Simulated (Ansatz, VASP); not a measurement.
**Two plane-wave programs on Al**

INCAR

```
SYSTEM = Al
PREC = Accurate ; ENCUT = 520
EDIFF = 1E-6 ; ISMEAR = 0
SIGMA = 0.1 ; LREAL = .FALSE.
LASPH = .TRUE. ; NELM = 60
ALGO = Normal ; ISIF = 2
LWAVE = .FALSE. ; LCHARG = .FALSE.
GGA = PE ; NBANDS = 8
```

File KPOINTS:

```
Automatic mesh
0
G
  13 13 13
  0 0 0
```

Contents of POSCAR:

```
Al
1.0
    0.0000000000      2.0199630948      2.0199630948
    2.0199630948      0.0000000000      2.0199630948
    2.0199630948      2.0199630948      0.0000000000
Al
1
Direct
    0.0000000000      0.0000000000      0.0000000000
```

Input for Ansatz:

```yaml
crystal:
  lattice:
    - [0.0, 2.0199630948, 2.0199630948]
    - [2.0199630948, 0.0, 2.0199630948]
    - [2.0199630948, 2.0199630948, 0.0]
  atoms:
    - { symbol: Al, position: [0.0, 0.0, 0.0] }
hamiltonian:
  xc: pbe
  pseudopotentials:
    kind: paw
    azcp:
      Al: "pseudopotentials/Al.paw.azcp"
basis:
  ecutwfc: 420
  fft_grid_basis: typed
kpoints:
  mp_grid: { grid: [13, 13, 13], shift: [0, 0, 0] }
magnetization:
  spin_polarized: false
scf:
  occupations: { method: gaussian, width: 0.1 }
  lower_state_search: "off"
output:
  stress: true
```

Alike in both runs: task single point; functional PBE; k mesh 13 × 13 × 13; occupations gaussian, width 0.1 eV; no spin polarisation.

|  | VASP | Ansatz |
| --- | --- | --- |
| version | VASP 6.6.1 | Ansatz 0.2.0 |
| potentials or method | VASP PAW PBE potentials, release 64 (Al) | plane waves (420 eV) with PAW, scalar-relativistic |
| plane-wave cutoff (eV) | 520 | 420 |
| valence electrons in the cell | 3 | 3 |

```csv
,VASP,Ansatz,Ansatz less VASP
pressure (GPa),-0.1,0.0,+0.04
```
